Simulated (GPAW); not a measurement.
# GaN (F-43m) in GPAW: further runs, part 2 of 2

GPAW 26.7.0. The steps go on from the part before.

## (3) Band structure, PBE

File run.py:

```python
import spglib
from ase import Atoms
from ase.dft.bandgap import bandgap
from ase.io import read, write
from gpaw import GPAW

atoms = read('GaN.cif')
cell, positions, numbers = spglib.find_primitive(
    (atoms.cell[:], atoms.get_scaled_positions(), atoms.numbers), symprec=1e-4)
atoms = Atoms(numbers, cell=cell, scaled_positions=positions, pbc=True)

calc = GPAW(mode='lcao',
            h=0.16,
            basis='sz(dzp)',
            xc='PBE',
            kpts={'size': (10, 10, 10), 'gamma': True},
            occupations={'name': 'fermi-dirac', 'width': 0.05},
            convergence={'density': 1e-05, 'energy': 1e-05},
            maxiter=150,
            txt='gpaw.txt')
atoms.calc = calc
energy = atoms.get_potential_energy()
forces = atoms.get_forces()
calc.write('gs.gpw')
write('result.traj', atoms)
print(f'Energy: {energy:.6f} eV')
print('Forces (eV/A):')
print(forces.round(4))
print('Fermi level:', round(calc.get_fermi_level(), 4), 'eV')
print(f'Gap: {bandgap(calc)[0]:.4f} eV, direct: {bandgap(calc, direct=True)[0]:.4f} eV')

path = atoms.cell.bandpath('GXWKGLUWLK,UX', npoints=80, eps=1e-4)
bs_calc = calc.fixed_density(kpts=path, symmetry='off', txt='bands.txt')
bs = bs_calc.band_structure()
bs.write('bs.json')
print(f'Gap on the path: {bandgap(bs_calc)[0]:.4f} eV')
```

File GaN.cif:

```cif
data_GaN
_cell_length_a 4.50700122
_cell_length_b 4.50700122
_cell_length_c 4.50700122
_cell_angle_alpha 90.00000000
_cell_angle_beta 90.00000000
_cell_angle_gamma 90.00000000
_space_group_name_H-M_alt 'F-43m'
_space_group_name_Hall 'F -4 2 3'
_space_group_IT_number 216
loop_
_space_group_symop_operation_xyz
'x,y,z'
'y,-x,-z'
'-x,-y,z'
'-y,x,-z'
'x,-y,-z'
'y,x,z'
'-x,y,-z'
'-y,-x,z'
'z,x,y'
'-z,y,-x'
'z,-x,-y'
'-z,-y,x'
'-z,x,-y'
'z,y,x'
'-z,-x,y'
'z,-y,-x'
'y,z,x'
'-x,-z,y'
'-y,z,-x'
'x,-z,-y'
'-y,-z,x'
'x,z,y'
'y,-z,-x'
'-x,z,-y'
'x,y+1/2,z+1/2'
'y,-x+1/2,-z+1/2'
'-x,-y+1/2,z+1/2'
'-y,x+1/2,-z+1/2'
'x,-y+1/2,-z+1/2'
'y,x+1/2,z+1/2'
'-x,y+1/2,-z+1/2'
'-y,-x+1/2,z+1/2'
'z,x+1/2,y+1/2'
'-z,y+1/2,-x+1/2'
'z,-x+1/2,-y+1/2'
'-z,-y+1/2,x+1/2'
'-z,x+1/2,-y+1/2'
'z,y+1/2,x+1/2'
'-z,-x+1/2,y+1/2'
'z,-y+1/2,-x+1/2'
'y,z+1/2,x+1/2'
'-x,-z+1/2,y+1/2'
'-y,z+1/2,-x+1/2'
'x,-z+1/2,-y+1/2'
'-y,-z+1/2,x+1/2'
'x,z+1/2,y+1/2'
'y,-z+1/2,-x+1/2'
'-x,z+1/2,-y+1/2'
'x+1/2,y,z+1/2'
'y+1/2,-x,-z+1/2'
'-x+1/2,-y,z+1/2'
'-y+1/2,x,-z+1/2'
'x+1/2,-y,-z+1/2'
'y+1/2,x,z+1/2'
'-x+1/2,y,-z+1/2'
'-y+1/2,-x,z+1/2'
'z+1/2,x,y+1/2'
'-z+1/2,y,-x+1/2'
'z+1/2,-x,-y+1/2'
'-z+1/2,-y,x+1/2'
'-z+1/2,x,-y+1/2'
'z+1/2,y,x+1/2'
'-z+1/2,-x,y+1/2'
'z+1/2,-y,-x+1/2'
'y+1/2,z,x+1/2'
'-x+1/2,-z,y+1/2'
'-y+1/2,z,-x+1/2'
'x+1/2,-z,-y+1/2'
'-y+1/2,-z,x+1/2'
'x+1/2,z,y+1/2'
'y+1/2,-z,-x+1/2'
'-x+1/2,z,-y+1/2'
'x+1/2,y+1/2,z'
'y+1/2,-x+1/2,-z'
'-x+1/2,-y+1/2,z'
'-y+1/2,x+1/2,-z'
'x+1/2,-y+1/2,-z'
'y+1/2,x+1/2,z'
'-x+1/2,y+1/2,-z'
'-y+1/2,-x+1/2,z'
'z+1/2,x+1/2,y'
'-z+1/2,y+1/2,-x'
'z+1/2,-x+1/2,-y'
'-z+1/2,-y+1/2,x'
'-z+1/2,x+1/2,-y'
'z+1/2,y+1/2,x'
'-z+1/2,-x+1/2,y'
'z+1/2,-y+1/2,-x'
'y+1/2,z+1/2,x'
'-x+1/2,-z+1/2,y'
'-y+1/2,z+1/2,-x'
'x+1/2,-z+1/2,-y'
'-y+1/2,-z+1/2,x'
'x+1/2,z+1/2,y'
'y+1/2,-z+1/2,-x'
'-x+1/2,z+1/2,-y'
loop_
_atom_site_label
_atom_site_type_symbol
_atom_site_symmetry_multiplicity
_atom_site_Wyckoff_symbol
_atom_site_fract_x
_atom_site_fract_y
_atom_site_fract_z
_atom_site_occupancy
Ga1 Ga 4 a 0.0000000000 0.0000000000 0.0000000000 1
N1 N 4 d 0.2500000000 0.2500000000 0.7500000000 1
```

Potentials or basis: GPAW PAW data sets (gpaw-data 1.2.1), lcao:sz(dzp).

On the command line:

```bash
> OMP_NUM_THREADS=1 python run.py
```

Wall time 43 s (1 thread of Intel Xeon Platinum 8488C (Sapphire Rapids), shared host); peak memory 0.15 GiB.

The run converged, but some of its settings lie outside the range that counts as converged, so its numbers aren't taken as properties of the crystal.

Results:

```yaml
Free_energy: -11.0011 eV
Band_gap_on_the_k_mesh: 2.00 eV, direct
Band_gap_along_the_path: 2.00 eV, direct
```

Caveat: the real-space grid adds noise to forces; the basis of atomic orbitals isn't converged, which shifts pressures, moduli and gaps.

## (4) Equation of state, vdW-DF2

File run.py:

```python
import spglib
from ase import Atoms
from ase.eos import EquationOfState
from ase.io import Trajectory, read
from ase.units import GPa
from gpaw import GPAW, PW

atoms = read('GaN.cif')
cell, positions, numbers = spglib.find_primitive(
    (atoms.cell[:], atoms.get_scaled_positions(), atoms.numbers), symprec=1e-4)
atoms = Atoms(numbers, cell=cell, scaled_positions=positions, pbc=True)

traj = Trajectory('eos.traj', 'w')
volumes, energies = [], []
for x in [0.94, 0.96, 0.98, 1.0, 1.02, 1.04, 1.06]:
    a = atoms.copy()
    a.set_cell(atoms.cell * x**(1 / 3), scale_atoms=True)
    calc = GPAW(mode=PW(800),
                xc={'name': 'vdW-DF2', 'backend': 'libvdwxc'},
                kpts={'size': (10, 10, 10), 'gamma': True},
                occupations={'name': 'fermi-dirac', 'width': 0.05},
                nbands=11,
                convergence={'density': 1e-05, 'energy': 1e-05},
                maxiter=150,
                txt=f'eos-{x:.2f}.txt')
    a.calc = calc
    energies.append(a.get_potential_energy(force_consistent=True))
    volumes.append(a.get_volume())
    calc.write(f'eos-{x:.2f}.gpw')
    traj.write(a)
    print(f'{x:.2f} {volumes[-1]:10.4f} A^3 {energies[-1]:14.6f} eV', flush=True)

v0, e0, B = EquationOfState(volumes, energies, eos='birchmurnaghan').fit()
print(f'V0 = {v0:.4f} A^3, E0 = {e0:.6f} eV, B0 = {B / GPa:.2f} GPa')
```

GaN.cif is that of step 3.

Potentials or basis: GPAW PAW data sets (gpaw-data 1.2.1), pw.

On the command line:

```bash
> OMP_NUM_THREADS=1 python run.py
```

It took 82 s on 1 thread of Intel Xeon Platinum 8488C (Sapphire Rapids), shared host; peak memory 0.28 GiB.

Results (log left out):

| Property | Result |
| --- | --- |
| Equilibrium volume | 12.77 Å³/atom (rough: see the caveat) |
| Bulk modulus | 150 GPa (rough) |

Energy against volume, from the lowest point:
```csv
volume (Å³/atom),energy (meV/atom)
10.757,194.40
10.986,142.07
11.215,99.01
11.444,64.12
11.673,36.57
11.902,14.98
12.131,0.00
```

Caveat: the data sets keep Ga 3d, Li 1s and Be 1s frozen, and some such compounds lay over 1.5 % in volume off other programs; the minimum lies outside the volumes run; the PAW data sets were made with another functional, which shifts forces and pressure a little.

## (5) Band structure, PBE

File run.py:

```python
from ase.dft.bandgap import bandgap
from ase.io import read, write
from gpaw import GPAW

atoms = read('POSCAR')

calc = GPAW(mode='lcao',
            h=0.16,
            basis='dz(dzp)',
            xc='PBE',
            kpts={'size': (10, 10, 10), 'gamma': True},
            occupations={'name': 'fermi-dirac', 'width': 0.05},
            convergence={'density': 1e-05, 'energy': 1e-05},
            maxiter=150,
            txt='gpaw.txt')
atoms.calc = calc
energy = atoms.get_potential_energy()
forces = atoms.get_forces()
calc.write('gs.gpw')
write('result.traj', atoms)
print(f'Energy: {energy:.6f} eV')
print('Forces (eV/A):')
print(forces.round(4))
print('Fermi level:', round(calc.get_fermi_level(), 4), 'eV')
print(f'Gap: {bandgap(calc)[0]:.4f} eV, direct: {bandgap(calc, direct=True)[0]:.4f} eV')

path = atoms.cell.bandpath('GXWKGLUWLK,UX', npoints=100, eps=1e-4)
bs_calc = calc.fixed_density(kpts=path, symmetry='off', txt='bands.txt')
bs = bs_calc.band_structure()
bs.write('bs.json')
print(f'Gap on the path: {bandgap(bs_calc)[0]:.4f} eV')
```

File POSCAR:

```
GaN
1.0
    0.0000000000      2.2535006075      2.2535006075
    2.2535006075      0.0000000000      2.2535006075
    2.2535006075      2.2535006075      0.0000000000
Ga N
1 1
Direct
    0.0000000000      0.0000000000      0.0000000000
    0.2500000000      0.2500000000      0.2500000000
```

Potentials or basis: GPAW PAW data sets (gpaw-data 1.2.1), lcao:dz(dzp).

On the command line:

```bash
> OMP_NUM_THREADS=1 python run.py
```

Wall time 60 s (1 thread of Intel Xeon Platinum 8488C (Sapphire Rapids), shared host); peak memory 0.16 GiB.

These settings aren't checked as converged: the numbers below hold their error.

Results:

```yaml
Free_energy: -11.2031 eV
Band_gap_on_the_k_mesh: 1.77 eV, direct
Band_gap_along_the_path: 1.77 eV, direct
```

Caveat: the real-space grid adds noise to forces; the basis of atomic orbitals isn't converged, which shifts pressures, moduli and gaps.

## (6) Equation of state, PBEsol+D4

File run.py:

```python
import spglib
from ase import Atoms
from ase.calculators.mixing import SumCalculator
from ase.eos import EquationOfState
from ase.io import Trajectory, read
from ase.units import GPa
from dftd4.ase import DFTD4
from gpaw import GPAW, PW, setup_paths

setup_paths.insert(0, '.')

atoms = read('GaN.cif')
cell, positions, numbers = spglib.find_primitive(
    (atoms.cell[:], atoms.get_scaled_positions(), atoms.numbers), symprec=1e-4)
atoms = Atoms(numbers, cell=cell, scaled_positions=positions, pbc=True)

traj = Trajectory('eos.traj', 'w')
volumes, energies = [], []
for x in [0.94, 0.96, 0.98, 1.0, 1.02, 1.04, 1.06]:
    a = atoms.copy()
    a.set_cell(atoms.cell * x**(1 / 3), scale_atoms=True)
    calc = GPAW(mode=PW(800),
                xc='PBEsol',
                kpts={'size': (10, 10, 10), 'gamma': True},
                occupations={'name': 'fermi-dirac', 'width': 0.05},
                nbands=11,
                convergence={'density': 1e-05, 'energy': 1e-05},
                maxiter=150,
                txt=f'eos-{x:.2f}.txt')
    a.calc = SumCalculator([calc, DFTD4(method='pbesol')])
    energies.append(a.get_potential_energy())
    volumes.append(a.get_volume())
    p = -a.get_stress()[:3].mean() / GPa
    calc.write(f'eos-{x:.2f}.gpw')
    traj.write(a)
    print(f'{x:.2f} {volumes[-1]:10.4f} A^3 {energies[-1]:14.6f} eV {p:9.3f} GPa', flush=True)

v0, e0, B = EquationOfState(volumes, energies, eos='birchmurnaghan').fit()
print(f'V0 = {v0:.4f} A^3, E0 = {e0:.6f} eV, B0 = {B / GPa:.2f} GPa')
```

GaN.cif is that of step 4.

Potentials or basis: PAW data sets generated in the run's folder for this functional, pw.

On the command line:

```bash
> gpaw-setup -f PBEsol Ga N
> OMP_NUM_THREADS=1 python run.py
```

Run time: 83 s. Hardware: 1 thread of Intel Xeon Platinum 8488C (Sapphire Rapids), shared host; peak memory 0.25 GiB.

It converged, with:

| Quantity | Value |
| --- | --- |
| Equilibrium volume | 11.66 Å³/atom |
| Bulk modulus | 207 GPa |
| Pressure derivative of the bulk modulus | 4.7 |

Energy against volume, from the lowest point:
```csv
volume (Å³/atom),energy (meV/atom)
10.757,53.17
10.986,28.55
11.215,12.10
11.444,2.84
11.673,0.00
11.902,3.03
12.131,11.18
```

Caveat: the data sets keep Ga 3d, Li 1s and Be 1s frozen, and some such compounds lay over 1.5 % in volume off other programs.

## (7) Comparison with measurements

Step 2. Against the measured gap of GaN, 3.299 eV (direct; 0 K; a printed reference work, textbook), the calculated 1.80 eV is off by -1.50 eV. Spin-orbit coupling on Ga is left out. The value is that of PBE, without temperature or zero-point motion. Semilocal functionals fall short of measured gaps as a rule. The cell is a database's relaxed one, not the measured one, which moves gaps too.
